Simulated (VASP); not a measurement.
Write the native input for VASP 6.6.1 that does the following.

* Task: relaxation of cell and atoms
* Functional: PBEsol
* Dispersion: D3
* Potentials or basis: VASP PAW PBE potentials, release 64 (As)
* Cutoff: 600 eV
* k mesh: 10 × 10 × 10
* Occupations: fermi-dirac, width 0.05 eV
* Spin: no spin polarisation
* Further INCAR settings: ALGO = Normal; EDIFF = 1e-06; IBRION = 2; EDIFFG = -0.01; NSW = 40; ISIF = 3

The structure of As lies in POSCAR:

```
As
1.0
    2.7036817444      0.0000000000      0.0000000000
    0.0000000000      2.7036817444      0.0000000000
    0.0000000000      0.0000000000      2.7036817444
As
1
Direct
    0.5000000000      0.5000000000      0.5000000000
```

This isn't the form of As at room conditions, which is rhombohedral.

One way to write it, as run:

INCAR

```
SYSTEM = As
PREC     = Accurate       ! precision mode
ENCUT    = 600            ! plane-wave cutoff, eV
EDIFF    = 1E-6           ! SCF threshold, eV
ISMEAR   = -1             ! smearing method
SIGMA    = 0.05           ! smearing width, eV
LREAL    = .FALSE.        ! projectors in reciprocal space
LASPH    = .TRUE.         ! aspherical terms in the spheres
NELM     = 100            ! most SCF steps
ALGO     = Normal         ! electronic algorithm
ISIF     = 3              ! what is computed and relaxed
LWAVE    = .FALSE.        ! write WAVECAR
LCHARG   = .FALSE.        ! write CHGCAR
GGA      = PS             ! functional
IVDW     = 11             ! dispersion correction
IBRION   = 2              ! ionic algorithm
NSW      = 40             ! ionic steps
EDIFFG   = -0.01          ! ionic threshold
```

KPOINTS

```
Automatic mesh
0
G
  10 10 10
  0 0 0
```

Potentials or basis: VASP PAW PBE potentials, release 64 (As).

Run with:

```bash
$ cat potpaw_PBE.64/As/POTCAR > POTCAR
$ mpirun -np 1 vasp_std > vasp.out
```

It gave:

```yaml
Relaxed_volume: 19.21 Å³/atom
Relaxed_cell: a = 2.678 Å, b = 2.678 Å, c = 2.678 Å, α = 90.00°, β = 90.00°, γ = 90.00°
Space_group_after_relaxing_to_0.05_Å: Pm-3m (No. 221)
Energy_gained_by_relaxing: 4.4 meV/atom
Ionic_steps: 3
Pressure_after_relaxing: 0.0 GPa
Band_gap_on_the_k_mesh: none (metal or under the smearing width)
Dispersion_energy_per_atom: -0.211 eV
```

Caveat: the PAW data sets were made with another functional, which shifts forces and pressure a little; pairwise dispersion overbinds metals, which lowers pressure and volume.

Run time: 11 s on 1 thread of AMD EPYC 7R13 Processor (Zen 3) (shared host), peak memory 0.12 GiB.
